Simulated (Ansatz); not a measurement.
# Ga2O3: the cost of one run

Program: Ansatz 0.2.0. PAW datasets, plane waves. Spin-unpolarised throughout; all numbers are computed.

The COD cell was measured well above room temperature, so it is larger than a cold one.

**1. The structure to begin with**

The cell was relaxed beforehand with r2SCAN.

Space group R-3c (No. 167), trigonal; conventional cell a = 4.985 Å, c = 13.442 Å, 9.64 Å³ an atom. Ga has 6 O at 1.93–2.07 Å; O has 4 Ga at 1.93–2.07 Å.

The structure in full:

```
Ga O
1.0
     2.49226    1.43891    4.48064
    -2.49226    1.43891    4.48064
     0.00000   -2.87782    4.48064
Ga O
4 6
Direct
  0.35543 0.35543 0.35543
  0.14457 0.14457 0.14457
  0.64457 0.64457 0.64457
  0.85543 0.85543 0.85543
  0.55363 0.94637 0.25000
  0.25000 0.55363 0.94637
  0.94637 0.25000 0.55363
  0.44637 0.05363 0.75000
  0.75000 0.44637 0.05363
  0.05363 0.75000 0.44637
```

**2. PBE band path**

Input file input.yaml:

```yaml
crystal:
  lattice:
    - [2.4922622633, 1.4389082886, 4.4806364985]
    - [-2.4922622633, 1.4389082886, 4.4806364985]
    - [0.0, -2.8778165772, 4.4806364985]
  atoms:
    - { symbol: Ga, position: [0.3554263352, 0.3554263352, 0.3554263352] }
    - { symbol: Ga, position: [0.1445736648, 0.1445736648, 0.1445736648] }
    - { symbol: Ga, position: [0.6445736648, 0.6445736648, 0.6445736648] }
    - { symbol: Ga, position: [0.8554263352, 0.8554263352, 0.8554263352] }
    - { symbol: O, position: [0.5536335029, 0.9463664971, 0.25] }
    - { symbol: O, position: [0.25, 0.5536335029, 0.9463664971] }
    - { symbol: O, position: [0.9463664971, 0.25, 0.5536335029] }
    - { symbol: O, position: [0.4463664971, 0.0536335029, 0.75] }
    - { symbol: O, position: [0.75, 0.4463664971, 0.0536335029] }
    - { symbol: O, position: [0.0536335029, 0.75, 0.4463664971] }
kpoints:
  mp_grid: { grid: [6, 6, 6] }
  band_path:
    path:
      - [[0.0, 0.0, 0.0], [0.5, 0.5, 0.5], [0.7645797172052, 0.2354202827948, 0.5]]
      - [[0.5, -0.2354202827948, 0.2354202827948], [0.5, 3.100582822087e-17, -3.967316470055e-17], [0.0, 0.0, 0.0], [0.3677101413974, -0.3677101413974, 1.751062331535e-34]]
      - [[0.6322898586026, 6.201165644173e-17, 0.3677101413974], [0.5, 6.201165644173e-17, 0.5], [0.0, 0.0, 0.0]]
    npoints: 10
hamiltonian:
  xc: pbe
scf:
  occupations: { method: fermi_dirac, width: 0.02 }
  n_extra_bands: 6
output:
  forces: true
  stress: true
  eigenvalues: true
  write_density: true
  write_potential: true
  elf: true
  volumetric_format: npy
```

Command:

```
$ ansatz run input.yaml --threads 4 --pin off --max-ram 9216MiB --backend cpu --events-out ev --progress --plain --runs-dir out
```

What time and memory should one allow on 4 threads of AMD EPYC 9R14 (Zen 4), shared host?

About 3 s, with a peak of 0.6 GiB.
